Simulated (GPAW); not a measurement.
# CuI (Marshite): one start, several treatments of the self-energy

Wanted: the gap of CuI (Marshite) under several approximations, with cost.

Program: GPAW 26.7.0. Level of theory: PBE and many-body steps on it, plane waves. Results are calculated unless marked as measured.

The database entry behind the starting cell differs from later determinations by our own check (about 0.15 % long (mineral sample)), so it need not match the best structure at ambient conditions.

## 1. Starting point

It takes space group F-43m (No. 216, cubic). Conventional cell: a = 6.063 Å, b = 6.063 Å, c = 6.063 Å, α = 90.00°, β = 90.00°, γ = 90.00°. Nearest to Cu lie 4 I at 2.63 Å. Nearest to I lie 4 Cu at 2.63 Å. Farther neighbours and most contacts between anions are not listed.

Structure file:

```
Cu I
1.0
     0.00000    3.03150    3.03150
     3.03150    0.00000    3.03150
     3.03150    3.03150    0.00000
Cu I
1 1
Direct
  0.25000 0.25000 0.25000
  0.00000 0.00000 0.00000
```

The cell and positions come from the Crystallography Open Database and are kept as given unless a step says otherwise. Spin-orbit coupling is left out unless a step names it.

## 2. Empty states on the mesh, 4×4×4 mesh, 242 bands

This step: GPAW 26.7.0; DFT, PBE, plane waves, PAW.

The sums over transitions need many empty states on a uniform mesh; this step solves for them.

The input, run.py:

```python
import json
import numpy as np
from gpaw.mpi import world
from gpaw import GPAW

calc = GPAW('gs.gpw').fixed_density(kpts={'size': (4, 4, 4), 'gamma': True},
    parallel={'domain': 1, 'band': 1},
    txt='nscf.txt')
calc.diagonalize_full_hamiltonian(nbands=242)
calc.write('full.gpw', mode='all')
res = {}
kpts = calc.get_ibz_k_points()
res['kpts'] = kpts
res['eigenvalues'] = [calc.get_eigenvalues(kpt=k) for k in range(len(kpts))]
res['n_electrons'] = calc.get_number_of_electrons()

if world.rank == 0:
    with open('result.json', 'w') as f:
        json.dump(res, f, default=lambda x: x.tolist())
```

Run with:

```console
$ mpirun -n 4 gpaw python run.py
```

Numbers of over 12 decimals in the logs are rounded to 6 here.

Log:

```text
Diagonalizing LCAO Hamiltonian
Converting LCAO to pw mode
convergence criteria:
- Maximum integral of absolute [eigenst]ate change: 4e-08 eV^2 / valence electron
maximum number of iterations: 100

SCF iterations
|iter     |     time |      energy | eigst |  dens |
|iter:   1|  |             | +1.01 |       |
|iter:   2|  |             | -0.67 |       |
|iter:   3|  |             | -2.05 |       |
|iter:   4|  |             | -3.51 |       |
|iter:   5|  |             | -4.66 |       |
|iter:   6|  |             | -5.87 |       |
|iter:   7|  |             | -6.82 |       |
|iter:   8|  |             | -7.62c|       |
SCF steps: 8
  __  _  _
 | _ |_)|_||  |
 |__||  | ||/\| - 26.7.0

Input parameters:
  mode=PW(ecut=600.0),
  convergence={'density': 1e-06, 'bands': -3},
  gpts=array([25, 25, 25]),
  kpts=MonkhorstPack(size=(4, 4, 4), gamma=True),
  maxiter=100,
  nbands=16,
  occupations=Occupations(name='fermi-dirac', width=0.001, fixmagmom=False),
  parallel={'domain': 1, 'band': 1},
  xc=XC(name='PBE')
Matrix size: 1876x1876
# Writing to full.gpw (mode='all')
  [... matrices ...]

timing:  # [seconds]
  Total: 7.888  # ━━━━━━━━━━━━━━━━━━━━━━━━━━━━━━━━━━━━━━━━━━━━━━━━━━━━━━━━━━━
```

Elapsed: 11 s, on 4 MPI ranks of Intel Xeon Platinum 8488C (Sapphire Rapids), shared host; peak memory 1.8 GiB.

Numbers from this step:

- gap: 1.138 eV
- k of the valence top: 0, 0, 0
- k of the conduction bottom: 0, 0, 0
- least direct gap: 1.138 eV
- k points computed: 8
- lowest point of the top converged band, above the valence top: 138.5158 eV

On this mesh the gap is 1.138 eV.

## 3. G0W0, Godby-Needs plasmon pole

Now the one-shot GW correction: screening in the RPA, then the self-energy of the levels asked for.

This step: G0W0 on PBE, plane waves, PAW.

The input, run.py:

```python
import json
import numpy as np
from gpaw.mpi import world
from gpaw.response.g0w0 import G0W0

gw = G0W0('full.gpw',
    filename='gw',
    kpts=[0],
    bands=(7, 11),
    ecut=150,
    nbands=232,
    integrate_gamma='WS',
    ppa=True)
gw.calculate()
res = {mode: {k: v for k, v in r.items() if k != 'sigma_eskwn'}
       for mode, r in gw.all_results.items()}

if world.rank == 0:
    with open('result.json', 'w') as f:
        json.dump(res, f, default=lambda x: x.tolist())
```

Run with:

```console
$ mpirun -n 4 gpaw python run.py
```

Log:

```text
Using integrator: PointIntegrator
FrequencyGridDescriptor(from 0.000+0.000j to 0.000+27.211j eV, 2 points)
Nonperiodic BCs:  [False False False]
Using integrator: PointIntegrator
FrequencyGridDescriptor(from 0.000+0.000j to 0.000+27.211j eV, 2 points)
Nonperiodic BCs:  [False False False]
  ___  _ _ _
 |   || | | |
 | | || | | |
 |__ ||_____|
 |___|

BZ k-points: Symmetries present (total): 24

  [... matrices ...]
64 k-points: 4 x 4 x 4 Monkhorst-Pack grid + [1/8,1/8,1/8]
8 k-points in the irreducible part of the Brillouin zone
       k-points in crystal coordinates                weights
   0:     0.00000000    0.00000000    0.00000000          1/64
   1:     0.25000000    0.25000000    0.00000000          6/64
   2:     0.25000000    0.25000000    0.25000000          8/64
   3:     0.50000000    0.25000000   -0.25000000          6/64
   4:     0.50000000    0.25000000    0.25000000         12/64
   5:     0.50000000    0.50000000    0.00000000          3/64
   6:     0.50000000    0.50000000    0.25000000         24/64
   7:     0.50000000    0.50000000    0.50000000          4/64

Distributing spins, k-points and bands (1 x 1 x 4) over 4 processes
Number of blocks: 1

Quasi particle states:
k-points (IBZ indices): [0]
Band range: (7, 11)
  [... matrices ...]
Computational parameters:
Plane wave cut-off: 150 eV
Number of bands: 232
Coulomb cutoff: None
Broadening: 0.1 eV

fxc modes: GW
Kernel: RPA
Using Godby-Needs plasmon-pole approximation:
  Fitting energy: i*E0, E0 = 1.000 Hartree
Summing all q:

Calculating screened Coulomb potential
No Coulomb truncation
FrequencyGridDescriptor(from 0.000+0.000j to 0.000+27.211j eV, 2 points)
Removing empty qpoint cache files...

Calculating chi0 body with:
    Ground state adapter containing:
    Number of spins: 1
    Number of kpoints: 64
    Number of irreducible kpoints: 8
    Number of completely occupied states: 9
    Number of partially occupied states: 9
    Occupied states memory: 2.145767 M / cpu

    Linear response parametrization:
    q_c: [0.0, 0.0, 0.0]
    Number of frequency points: 2
    Planewave cutoff: 150.0
    Number of bands: 232
    Number of planewaves: 259
    Broadening (eta): 1e-06
    comm.size: 4
    kncomm.size: 4
    blockcomm.size: 1

    Memory estimate of potentially large arrays:
        chi0_wGG: 2.047150 M / cpu
Integrating chi0 body.

Symmetries of q_c:
    Direct symmetries (Uq -> q): 24
    Indirect symmetries (TUq -> q): 24
In total 48 allowed symmetries.

  [... matrices ...]
8 groups of equivalent kpoints. 87.5% reduction.

Integral kind: response function
Integrating chi0 head and wings.

Symmetries of q_c:
    Direct symmetries (Uq -> q): 24
    Indirect symmetries (TUq -> q): 24
In total 48 allowed symmetries.

  [... matrices ...]
8 groups of equivalent kpoints. 87.5% reduction.

Integral kind: response function wings

Calculating chi0 body with:
    Ground state adapter containing:
    Number of spins: 1
    Number of kpoints: 64
    Number of irreducible kpoints: 8
    Number of completely occupied states: 9
    Number of partially occupied states: 9
    Occupied states memory: 2.145767 M / cpu

[... the further q-points ...]

Results:
f:      Occupation numbers
eps:     KS-eigenvalues [eV]
vxc:     KS vxc [eV]
exx:     Exact exchange [eV]
sigma:   Self-energies [eV]
dsigma:  Self-energy derivatives
Z:       Renormalization factors
qp:      QP-energies [eV]

k-point 0 (0): (0.000, 0.000, 0.000)                GW
band       f     eps     vxc     exx   sigma  dsigma       Z      qp
                                                                   GW
   7   1.000   4.474 -30.038 -36.126   5.369  -0.352   0.740   3.943
   8   1.000   4.474 -30.038 -36.126   5.369  -0.352   0.740   3.943
   9   0.000   5.612 -12.444  -8.089  -3.914  -0.232   0.812   5.970
  10   0.000   9.359 -11.141  -6.681  -4.183  -0.243   0.805   9.582
```

It took 56 s on 4 MPI ranks; peak memory 1.5 GiB; 3.7 min of CPU time.

This step gave:

```yaml
g0w0_gap_on_the_points_computed: 2.027 eV
least_direct_g0w0_gap_on_the_computed_points: 2.027 eV
z_at_the_valence_top: 0.7398
z_at_the_conduction_bottom: 0.8118
starting_gap_on_the_mesh: 1.138 eV
k_of_the_valence_top: 0, 0, 0
k_of_the_conduction_bottom: 0, 0, 0
```

The gap on the mesh goes from 1.14 eV to 2.03 eV, a correction of +0.89 eV.

## 4. G0W0, full frequency, Hilbert transform

run.py: that of step 3 with these lines changed.

```diff
@@ -12,3 +12,5 @@
     integrate_gamma='WS',
-    ppa=True)
+    frequencies={'type': 'nonlinear', 'domega0': 0.1, 'omega2': 15.0},
+    eta=0.1,
+    nblocksmax=True)
 gw.calculate()
```

Run with:

```console
$ mpirun -n 4 gpaw python run.py
```

Log:

```text
Using integrator: PointIntegrator
NonLinearFrequencyDescriptor(from 0.000 to 156.265 eV, 295 points)
Nonperiodic BCs:  [False False False]
Using integrator: PointIntegrator
NonLinearFrequencyDescriptor(from 0.000 to 156.265 eV, 295 points)
Nonperiodic BCs:  [False False False]
  ___  _ _ _
 |   || | | |
 | | || | | |
 |__ ||_____|
 |___|

BZ k-points: Symmetries present (total): 24

  [... matrices ...]
64 k-points: 4 x 4 x 4 Monkhorst-Pack grid + [1/8,1/8,1/8]
8 k-points in the irreducible part of the Brillouin zone
       k-points in crystal coordinates                weights
   0:     0.00000000    0.00000000    0.00000000          1/64
   1:     0.25000000    0.25000000    0.00000000          6/64
   2:     0.25000000    0.25000000    0.25000000          8/64
[...]
6:     0.50000000    0.50000000    0.25000000         24/64
   7:     0.50000000    0.50000000    0.50000000          4/64

Distributing spins, k-points and bands (1 x 1 x 4) over 1 process
Number of blocks: 4

Quasi particle states:
k-points (IBZ indices): [0]
Band range: (7, 11)
  [... matrices ...]
Computational parameters:
Plane wave cut-off: 150 eV
Number of bands: 232
Coulomb cutoff: None
Broadening: 0.1 eV

fxc modes: GW
Kernel: RPA
Using full-frequency real axis integration
Summing all q:

Calculating screened Coulomb potential
No Coulomb truncation
NonLinearFrequencyDescriptor(from 0.000 to 156.265 eV, 295 points)
Removing empty qpoint cache files...

Calculating chi0 body with:
    Ground state adapter containing:
    Number of spins: 1
    Number of kpoints: 64
    Number of irreducible kpoints: 8
    Number of completely occupied states: 9
    Number of partially occupied states: 9
    Occupied states memory: 2.145767 M / cpu

    Linear response parametrization:
    q_c: [0.0, 0.0, 0.0]
    Number of frequency points: 295
    Planewave cutoff: 150.0
    Number of bands: 232
    Number of planewaves: 259
    Broadening (eta): 0.1
    comm.size: 4
    kncomm.size: 1
    blockcomm.size: 4

    Memory estimate of potentially large arrays:
        chi0_wGG: 75.488644 M / cpu
Integrating chi0 body.

Symmetries of q_c:
    Direct symmetries (Uq -> q): 24
    Indirect symmetries (TUq -> q): 24
In total 48 allowed symmetries.

  [... matrices ...]
8 groups of equivalent kpoints. 87.5% reduction.

Integral kind: spectral function
Integrating chi0 head and wings.

Symmetries of q_c:
    Direct symmetries (Uq -> q): 24
    Indirect symmetries (TUq -> q): 24
In total 48 allowed symmetries.

  [... matrices ...]
8 groups of equivalent kpoints. 87.5% reduction.

Integral kind: spectral function wings

Calculating chi0 body with:
    Ground state adapter containing:
    Number of spins: 1
    Number of kpoints: 64
    Number of irreducible kpoints: 8
    Number of completely occupied states: 9
    Number of partially occupied states: 9
    Occupied states memory: 2.145767 M / cpu

[... the further q-points ...]

Results:
f:      Occupation numbers
eps:     KS-eigenvalues [eV]
vxc:     KS vxc [eV]
exx:     Exact exchange [eV]
sigma:   Self-energies [eV]
dsigma:  Self-energy derivatives
Z:       Renormalization factors
qp:      QP-energies [eV]

k-point 0 (0): (0.000, 0.000, 0.000)                GW
band       f     eps     vxc     exx   sigma  dsigma       Z      qp
                                                                   GW
   7   1.000   4.474 -30.038 -36.126   5.243  -0.424   0.702   3.881
   8   1.000   4.474 -30.038 -36.126   5.243  -0.424   0.702   3.881
   9   0.000   5.612 -12.444  -8.089  -3.880  -0.294   0.773   5.979
  10   0.000   9.359 -11.141  -6.681  -4.179  -0.334   0.749   9.570
```

Run time: 2.4 min. Hardware: 4 MPI ranks; peak memory 2.7 GiB; 9.5 min of CPU time.

Numbers from this step:

| Property | Result |
| --- | --- |
| G0W0 gap on the points computed | 2.098 eV |
| least direct G0W0 gap on the computed points | 2.098 eV |
| Z at the valence top | 0.7024 |
| Z at the conduction bottom | 0.7727 |
| starting gap on the mesh | 1.138 eV |
| k of the valence top | 0, 0, 0 |
| k of the conduction bottom | 0, 0, 0 |

Against G0W0 in GPAW (4×4×4 mesh, 232 bands, screening to 150 eV, Godby-Needs plasmon pole), the gap moves by +0.071 eV.

## 5. G0W0, multipole

run.py: that of step 4 with these lines changed.

```diff
@@ -12,5 +12,3 @@
     integrate_gamma='WS',
-    frequencies={'type': 'nonlinear', 'domega0': 0.1, 'omega2': 15.0},
-    eta=0.1,
-    nblocksmax=True)
+    mpa={'npoles': 4, 'wrange': [0, 40], 'varpi': 20.0, 'eta0': 0.01, 'eta_rest': 1.0, 'alpha': 1})
 gw.calculate()
```

Run with:

```console
$ mpirun -n 4 gpaw python run.py
```

Log:

```text
Using integrator: PointIntegrator
FrequencyGridDescriptor(from 0.000+0.010j to 40.000+20.000j eV, 8 points)
Nonperiodic BCs:  [False False False]
Using integrator: PointIntegrator
FrequencyGridDescriptor(from 0.000+0.010j to 40.000+20.000j eV, 8 points)
Nonperiodic BCs:  [False False False]
  ___  _ _ _
 |   || | | |
 | | || | | |
 |__ ||_____|
 |___|

BZ k-points: Symmetries present (total): 24

  [... matrices ...]
64 k-points: 4 x 4 x 4 Monkhorst-Pack grid + [1/8,1/8,1/8]
8 k-points in the irreducible part of the Brillouin zone
[...]
Results:
f:      Occupation numbers
eps:     KS-eigenvalues [eV]
vxc:     KS vxc [eV]
exx:     Exact exchange [eV]
sigma:   Self-energies [eV]
dsigma:  Self-energy derivatives
Z:       Renormalization factors
qp:      QP-energies [eV]

k-point 0 (0): (0.000, 0.000, 0.000)                GW
band       f     eps     vxc     exx   sigma  dsigma       Z      qp
                                                                   GW
   7   1.000   4.474 -30.038 -36.126   5.383  -0.405   0.712   3.973
   8   1.000   4.474 -30.038 -36.126   5.383  -0.405   0.712   3.973
   9   0.000   5.612 -12.444  -8.089  -3.842  -0.260   0.794   6.019
  10   0.000   9.359 -11.141  -6.681  -4.150  -0.282   0.780   9.601
```

Run time: 2 min. Hardware: 4 MPI ranks; peak memory 1.7 GiB; 8 min of CPU time.

Numbers from this step:

| Property | Result |
| --- | --- |
| G0W0 gap on the points computed | 2.046 eV |
| least direct G0W0 gap on the computed points | 2.046 eV |
| starting gap on the mesh | 1.138 eV |
| k of the valence top | 0, 0, 0 |
| k of the conduction bottom | 0, 0, 0 |

Against G0W0 in GPAW (4×4×4 mesh, 232 bands, screening to 150 eV, Godby-Needs plasmon pole), the gap moves by +0.019 eV.

## 6. Side by side

Times are wall times on 4 MPI ranks of Intel Xeon Platinum 8488C (Sapphire Rapids), shared host, good to a factor of about two.

| run | mesh | bands | screening cutoff (eV) | DFT gap (eV) | gap on the mesh (eV) | direct (eV) | time |
| --- | --- | --- | --- | --- | --- | --- | --- |
| G0W0, Godby-Needs plasmon pole | 4×4×4 | 232 | 150 | 1.138 | 2.027 | 2.027 | 56 s |
| G0W0, full frequency, Hilbert transform | 4×4×4 | 232 | 150 | 1.138 | 2.098 | 2.098 | 2.4 min |
| G0W0, multipole | 4×4×4 | 232 | 150 | 1.138 | 2.046 | 2.046 | 2 min |

## 7. Results

```json
{
  "G0W0, Godby-Needs plasmon pole": "2.027 eV",
  "G0W0, full frequency, Hilbert transform": "2.098 eV",
  "G0W0, multipole": "2.046 eV",
  "known limits": "not at the basis limit; d shell near the gap, gap tends to lie low; no spin-orbit coupling"
}
```

**Reading.** G0W0, full frequency, Hilbert transform: +0.071 eV against G0W0, Godby-Needs plasmon pole. G0W0, multipole: +0.019 eV against G0W0, Godby-Needs plasmon pole. Bands and cutoff are finite, so the gap is not at the basis limit. The miss can reach some tenths of an eV and take either sign; the mesh is an error of its own. These stock PAW sets were not made for GW; the filled d or f shell of I lies in the frozen core, which bears on start and correction. In the G0W0 runs levels were corrected at 1 k point alone, so a gap called «on the mesh» is the least over those, and an edge elsewhere would be missed. A d shell, filled or nearly so, lies near the gap. One-shot GW converges very slowly in bands there, not always from below, and on a semilocal start the gap tends to come out low; starts rich in exact exchange can overshoot instead. The many-body steps are scalar-relativistic: spin-orbit coupling is not in them.

[Paths, hosts, dates, memory and timing lines, banners, echoed tables and standing remarks are left out of the program output.]

[Logs are printed without paths, hosts, clocks, repeated set-up lines and the standing remarks that a program may print on its own settings, such as how far it seeks lower states.]

[Runs of the session that timed out or met a known fault of the program may be left out.]

[Hosts, paths, dates, database ids (printed as entryN), source tags and the programs' standing remarks are cut or masked in the printed files.]
